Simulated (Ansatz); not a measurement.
# Ti: properties at the relaxed cell

One table from this session's results is given with a row withheld; the runs are named, their logs left out.

This is Ti in the fcc structure; at room conditions it is hcp.

Program: Ansatz 0.2.0. Level of theory: DFT PBEsol, scalar-relativistic, plane waves, PAW. These are calculated values, not measurements.

1 further run of the same task is left out (set aside as unsound or not needed).

**The starting structure**

Symmetry: Fm-3m, No. 225, cubic system. Conventional cell: a = 4.056 Å, b = 4.056 Å, c = 4.056 Å, α = 90.00°, β = 90.00°, γ = 90.00°. Ti (site symmetry m-3m) is surrounded by 12 Ti at 2.87 Å.

Structure file:

```cif
data_structure
_symmetry_space_group_name_H-M 'P 1'
_symmetry_Int_Tables_number 1
_cell_length_a 2.8679
_cell_length_b 2.8679
_cell_length_c 2.8679
_cell_angle_alpha 60.000
_cell_angle_beta 60.000
_cell_angle_gamma 60.000
_cell_volume 16.68
loop_
_atom_site_label
_atom_site_type_symbol
_atom_site_fract_x
_atom_site_fract_y
_atom_site_fract_z
_atom_site_occupancy
Ti1 Ti 0.00000 0.00000 0.00000 1
```

It is the result of an earlier relaxation at this level (volume 16.68 Å³/atom; gap on the mesh: none (metal)).

Set-up of the first run:

input.yaml

```yaml
crystal:
  lattice:
    - [0.0, 2.0279211513, 2.0279211513]
    - [2.0279211513, 0.0, 2.0279211513]
    - [2.0279211513, 2.0279211513, 0.0]
  atoms:
    - { symbol: Ti, position: [0.0, 0.0, 0.0] }
basis:
  ecutwfc: 420
kpoints:
  mp_grid: { grid: [18, 18, 18] }
  band_path:
    path:
      - [[0.0, 0.0, 0.0], [0.5, 0.0, 0.5], [0.625, 0.25, 0.625]]
      - [[0.375, 0.375, 0.75], [0.0, 0.0, 0.0], [0.5, 0.5, 0.5], [0.5, 0.25, 0.75], [0.5, 0.0, 0.5]]
    npoints: 14
hamiltonian:
  xc: pbesol
scf:
  occupations: { method: gaussian, width: 0.1 }
  n_extra_bands: 6
output:
  forces: true
  stress: true
  eigenvalues: true
  populations: true
  dos: { projected: true, de: 0.02, nscf_kmesh: { grid: [27, 27, 27] } }
  bader: true
  write_density: true
  write_potential: true
  elf: true
  volumetric_format: npy
```

The run is started by

```sh
> ansatz run input.yaml --threads 1 --pin off --max-ram 2560MiB --backend cpu --events-out ev --progress --plain --runs-dir out
```

Among the steps run: Static run: bands, density of states and charges; Point at V/V0 = 0.97; Volume × 1.03; The cell scaled to 0.94 of its volume; The cell scaled to 1.06 of its volume.

One table of the session follows, with a row left open; its other results are not shown here.

It belongs to the step «Energy against volume». 

| volume (Å³/atom) | energy above the lowest point (meV/atom) | pressure (GPa) |
| --- | --- | --- |
| 15.679 | 23.0 | 7.83 |
| 16.179 | ? | ? |
| 16.680 | 0.0 | 0.00 |
| 17.180 | 5.3 | -3.21 |
| 17.680 | 19.9 | -6.03 |

Q: Estimate the row for volume (Å³/atom) = 16.179 from the others.

Worked estimate for «energy above the lowest point (meV/atom)». A straight line through the neighbours (15.679, 23.0) and (16.680, 0.0) gives 23.0 + (0.0 − 23.0) × (16.179 − 15.679) / (16.680 − 15.679) = 11.5; a parabola fitted to 3 rows on both sides gives 5.9.

**Answer.** energy above the lowest point (meV/atom): 5.4; pressure (GPa): 3.66. In «energy above the lowest point (meV/atom)» the line misses by +6.1 and the parabola by +0.5.
